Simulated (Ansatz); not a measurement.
CuReS2 in Ansatz, relaxation

Input:

```yaml
crystal:
  lattice:
    - [0.0, 5.27369492, 0.0]
    - [5.27369492, 0.0, 0.0]
    - [2.63684796, 2.63684796, -5.27552241]
  atoms:
    - { symbol: Re, position: [0.5, 0.5, 0.0] }
    - { symbol: Re, position: [0.25, 0.75, 0.5] }
    - { symbol: Cu, position: [0.0, 0.0, 0.0] }
    - { symbol: Cu, position: [0.75, 0.25, 0.5] }
    - { symbol: S, position: [0.375, 0.345, 0.75] }
    - { symbol: S, position: [0.655, 0.125, 0.25] }
    - { symbol: S, position: [0.875, 0.905, 0.75] }
    - { symbol: S, position: [0.095, 0.625, 0.25] }
kpoints:
  mp_grid: { grid: [4, 4, 4], shift: [0, 0, 0] }
magnetization:
  spin_polarized: true
scf:
  occupations: { method: fermi_dirac }
  convergence: { dr2_threshold: 1.0e-09 }
hamiltonian:
  pseudopotentials: { kind: paw }
  xc: r2scan
basis:
  ecutwfc: 500
output:
  forces: true
  stress: true
  eigenvalues: true
relax:
  max_steps: 40
  cell: {}
```

The command:

```bash
ansatz run input.yaml --threads 1 --pin off --max-ram 2560MiB --backend cpu --events-out ev --progress --plain --runs-dir out
```

Origin of the cell: a known structure type with other elements, at an estimated volume, so it need not be a known compound.

The smearing width isn't typed, so it takes its default of 0.1 eV.

Output (shortened):

```
Warning: crystal.lattice misses the space group found at crystal.symmetry.tolerance 1.0e-5 in a digit that the deck types, which is why this is a warning: making the lattice exact moves one o […]
Warning: relax.cell: scf.convergence.dr2_threshold = 1e-9 eV is looser than the 8e-10 eV advised for a relaxation that steers and ends on the stress (1e-10 eV for each atom of the cell: 8). W […]
band count auto-derived: 60 (N_el = 92.0; filled up to band 46; 56 by the electrons, moments and atoms)
Pseudopotentials: kind: paw
Pseudopotential: Re, paw, valence charge 15, recommended cutoff 500 eV (meta_gga), Re.paw.azcp
Pseudopotential: Cu, paw, valence charge 19, recommended cutoff 500 eV (meta_gga), Cu.paw.azcp
Pseudopotential: S, paw, valence charge 6, recommended cutoff 500 eV (meta_gga), S.paw.azcp
Functional definition: r2SCAN
  exchange = r2scan_x(k0 = k0, k1 = k1, a1 = a1)
  correlation = r2scan_c
Crystal: 8 atoms, lattice volume = 146.722 Å³
[… 14 lines left out …]
Initial density: superposition of atomic densities (chi_scale 0.1, normalization cell, long waves kept (reshape's long-wave potential 0.00 eV rms))
Functional: x = r2scan, c = r2scan; τ floored in thin density (d = 2e-4 eV/Å³)
SCF iter   1: F=—  HF=-38648.373380 eV  Δρ=5.61e-2  dr2=2.24e1  dr2_τ=2.08e-1  dr2_m=0.00e0  M=0.000 μB ∫|m|=0.000 μB  defer=11
SCF iter   2: F=—  HF=-38647.397791 eV  Δρ=2.60e-2  dr2=2.12e0  dr2_τ=1.03e-1  dr2_m=0.00e0  M=0.000 μB ∫|m|=0.000 μB  defer=34
SCF iter   3: F=—  HF=-38646.989359 eV  Δρ=1.52e-2  dr2=1.12e0  dr2_τ=5.42e-3  dr2_m=0.00e0  M=0.000 μB ∫|m|=0.000 μB  defer=36
SCF iter   4: F=—  HF=-38641.577057 eV  Δρ=5.61e-2  dr2=3.27e-1  dr2_τ=6.48e-1  dr2_m=3.81e0  M=7.627 μB ∫|m|=7.627 μB  defer=36
SCF iter   5: F=—  HF=-38646.145950 eV  Δρ=2.34e-2  dr2=4.48e-1  dr2_τ=6.80e-2  dr2_m=5.29e-1  M=4.533 μB ∫|m|=4.596 μB  defer=109
SCF iter   6: F=—  HF=-38646.313353 eV  Δρ=1.82e-2  dr2=1.81e-1  dr2_τ=8.00e-3  dr2_m=3.10e-1  M=4.032 μB ∫|m|=4.154 μB  defer=72
SCF iter   7: F=—  HF=-38646.583715 eV  Δρ=1.47e-2  dr2=1.87e-1  dr2_τ=6.11e-3  dr2_m=1.40e-1  M=3.393 μB ∫|m|=3.559 μB  defer=72
SCF iter   8: F=—  HF=-38646.801793 eV  Δρ=9.70e-3  dr2=1.15e-1  dr2_τ=8.66e-3  dr2_m=6.50e-2  M=2.184 μB ∫|m|=2.419 μB  defer=72
SCF iter   9: F=—  HF=-38646.930531 eV  Δρ=5.94e-3  dr2=3.15e-2  dr2_τ=3.18e-3  dr2_m=2.64e-2  M=1.384 μB ∫|m|=1.578 μB  defer=72
SCF iter  10: F=—  HF=-38647.029018 eV  Δρ=2.27e-3  dr2=6.46e-3  dr2_τ=5.04e-4  dr2_m=2.86e-3  M=0.539 μB ∫|m|=0.624 μB  defer=70
[… 2 lines left out …]
SCF iter  13: F=—  HF=-38647.048913 eV  Δρ=5.65e-4  dr2=9.89e-4  dr2_τ=1.19e-5  dr2_m=1.79e-4  M=0.096 μB ∫|m|=0.149 μB  defer=68
SCF iter  14: F=—  HF=-38647.050115 eV  Δρ=2.86e-4  dr2=2.97e-4  dr2_τ=2.82e-6  dr2_m=2.76e-5  M=0.038 μB ∫|m|=0.060 μB  defer=68
SCF iter  15: F=—  HF=-38647.050321 eV  Δρ=1.59e-4  dr2=1.44e-4  dr2_τ=1.18e-6  dr2_m=0.00e0  M=0.000 μB ∫|m|=0.000 μB  defer=34
SCF iter  16: F=—  HF=-38647.050472 eV  Δρ=4.78e-4  dr2=1.01e-3  dr2_τ=6.19e-6  dr2_m=0.00e0  M=0.000 μB ∫|m|=0.000 μB  defer=34  recentre
SCF iter  17: F=—  HF=-38647.050324 eV  Δρ=1.00e-4  dr2=4.47e-5  dr2_τ=1.32e-7  dr2_m=0.00e0  M=0.000 μB ∫|m|=0.000 μB  defer=34
SCF iter  18: F=—  HF=-38647.050314 eV  Δρ=1.86e-5  dr2=1.26e-6  dr2_τ=5.40e-8  dr2_m=0.00e0  M=0.000 μB ∫|m|=0.000 μB  defer=34
SCF iter  19: F=—  HF=-38647.050343 eV  Δρ=6.32e-6  dr2=1.65e-7  dr2_τ=1.07e-9  dr2_m=0.00e0  M=0.000 μB ∫|m|=0.000 μB  defer=34
SCF iter  20: F=—  HF=-38647.050343 eV  Δρ=4.16e-6  dr2=9.26e-8  dr2_τ=7.35e-10  dr2_m=0.00e0  M=0.000 μB ∫|m|=0.000 μB  defer=34
SCF iter  21: F=—  HF=-38647.050343 eV  Δρ=7.74e-7  dr2=2.50e-9  dr2_τ=1.64e-11  dr2_m=0.00e0  M=0.000 μB ∫|m|=0.000 μB  defer=34
SCF iter  22: F=-38647.050343 eV  HF=-38647.050343 eV  Δρ=3.76e-7  dr2=7.00e-10  dr2_τ=2.87e-12  dr2_m=0.00e0  M=0.000 μB ∫|m|=0.000 μB
relax step   1: F+E_penalty+E_count = -38647.050343 eV  Δ(F+E_penalty+E_count) = +0.000e0 eV  max|allowed force component| = 2.620e0 eV/Å  Δτ_max = 0.0000 Å  P = -6.301 GPa  Ω = 146.722 Å³  (3 SCF iters, accepted)
relax step   2: F+E_penalty+E_count = -38648.032585 eV  Δ(F+E_penalty+E_count) = -9.822e-1 eV  max|allowed force component| = 4.769e-1 eV/Å  Δτ_max = 0.1355 Å  P = +3.615 GPa  Ω = 138.265 Å³ […]
relax step   3: F+E_penalty+E_count = -38648.134892 eV  Δ(F+E_penalty+E_count) = -1.023e-1 eV  max|allowed force component| = 1.000e-1 eV/Å  Δτ_max = 0.0402 Å  P = +0.465 GPa  Ω = 142.731 Å³ […]
relax step   4: F+E_penalty+E_count = -38648.138294 eV  Δ(F+E_penalty+E_count) = -3.403e-3 eV  max|allowed force component| = 2.462e-3 eV/Å  Δτ_max = 0.0096 Å  P = +0.074 GPa  Ω = 143.503 Å³ […]
relax step   5: F+E_penalty+E_count = -38648.138309 eV  Δ(F+E_penalty+E_count) = -1.444e-5 eV  max|allowed force component| = 4.380e-4 eV/Å  Δτ_max = 0.0006 Å  P = +0.006 GPa  Ω = 143.595 Å³ […]
relax step   6: F+E_penalty+E_count = -38648.137595 eV  Δ(F+E_penalty+E_count) = +7.138e-4 eV  max|allowed force component| = 4.254e-4 eV/Å  Δτ_max = 0.0000 Å  P = +0.001 GPa  Ω = 143.595 Å³  stress off target by 8.49e-3 GPa […]
SCF 7 converged in 6 iterations: F = -38648.137595 eV  dr2 = 4.03e-10
basis re-selected at this cell: Δ(F+E_penalty+E_count) = +7.138e-4 eV, ΔP = -0.004 GPa vs the last step (what re-selecting the basis moved, of the pressure what is left beyond the Pulay corre […]
SCF converged after 6 iterations
Magnetization: 0.0000 μB (46.0000 up, 46.0000 down)
Absolute magnetization: 0.0000 μB (∫|ρ↑−ρ↓|)
Spin contamination: 0.0000 ħ² per cell (⟨S²⟩ above its minimum at these occupations)
Per-site moments (μB) at R_I (Å): [(0.0, 0.929179), (0.0, 0.929179), (0.0, 0.941977), (0.0, 0.941977), (0.0, 0.929179), (0.0, 0.929179), (0.0, 0.929179), (0.0, 0.929179)]
Free energy (F): -38648.137595 eV
Harris-Foulkes:  -38648.137595 eV  (|F-HF|=3.93e-10)
Internal energy: -38648.023944 eV  (E = F + TS)
E sigma→0 (E₀):  -38648.080770 eV
Entropy (-TS):   -0.113650 eV (-14.206 meV/atom)
Fermi energy:    11.346202 eV
--- Per-component energies (eV) ---
  E_band       = -1463.885104
  E_kinetic    = 2117.130859
  E_local      = -14221.004746  (includes V_loc(G=0)·N_el)
  E_nonlocal   = 1019.502151
  E_hartree    = 6079.135394
  E_xc         = -1304.535442
  E_vxc        = -1303.306262  (∫ρ·V_xc dr)
  E_paw        = -23184.129000  (= ΣΔE_a)
  E_vpaw       = -1305.112174  (= ΣTr[D̂ρ^β])
  E_aug_tail   = 0.000210  (compensation charges beyond the density's cutoff)
  E_vtau       = 70.636809  (kinetic-family band-sum trace: ∫τ·v_τ [+ j·A + Jᵃ·Aᵃ] dr)
  E_ewald      = -9152.140347
  E_core_change = -1.983024  (= ΣΔE_core)
  E_smearing   = -0.113650  (= −TS)
  Σ components = -38648.137595   (vs F -38648.137595, Δ=0.00e0)
--- Forces (eV/Å), atoms counted from 1 ---
  atom   1  Re    -0.000000     0.000000    -0.000000
  atom   2  Re    -0.000000     0.000000    -0.000000
  atom   3  Cu     0.000000     0.000000    -0.000000
  atom   4  Cu     0.000000     0.000000    -0.000000
  atom   5  S     -0.000425     0.000000    -0.000000
  atom   6  S     -0.000000     0.000425     0.000000
  atom   7  S      0.000425     0.000000     0.000000
  atom   8  S      0.000000    -0.000425    -0.000000
  max |Σ_I F_I| component: 3.76e-16 eV/Å
--- Stress (GPa, compression-positive) ---
       -0.002044       0.000000      -0.000000
        0.000000      -0.002044      -0.000000
       -0.000000      -0.000000       0.008493
  P = ⅓ Tr σ = 0.0015 GPa (0.015 kbar)
--- Relaxed structure (5 steps of the walk, 5 accepted, 1 SCFs on fresh bases) ---
  F+E_penalty+E_count = -38648.137595 eV   max|allowed force component| = 4.254e-4 eV/Å   (the final SCF, on the basis selected at the relaxed cell)
  cell:  # Å, volume = 143.5946 Å³
    - [-5.820e-15, 5.184177, 2.456e-7]
    - [5.184177, -5.820e-15, 2.456e-7]
    - [2.592089, 2.592089, -5.342917]
  atoms:
    - { symbol: Re, position: [0.500000, 0.500000, 0.0] }
    - { symbol: Re, position: [0.250000, 0.750000, 0.5] }
    - { symbol: Cu, position: [6.578e-19, 3.209e-19, 0.0] }
    - { symbol: Cu, position: [0.750000, 0.250000, 0.5] }
    - { symbol: S, position: [0.375000, 0.380237, 0.750000] }
    - { symbol: S, position: [0.619763, 0.125000, 0.250000] }
    - { symbol: S, position: [0.875000, 0.869763, 0.750000] }
    - { symbol: S, position: [0.130237, 0.625, 0.25] }
```

Caveats: no moments, though an odd count or open d shells may carry them; no spin-orbit coupling, though heavy elements are present; spin is on but no moment was typed; the SCF threshold is looser than advised for a stress; the k mesh is coarse if the cell is a metal; the relaxation held the start's symmetry, so the end may be a saddle point.

The run took 97 s on 1 thread of Intel(R) Xeon(R) 6975P-C (Granite Rapids), on a shared host, peak memory 0.87 GiB, from the program's own first density.
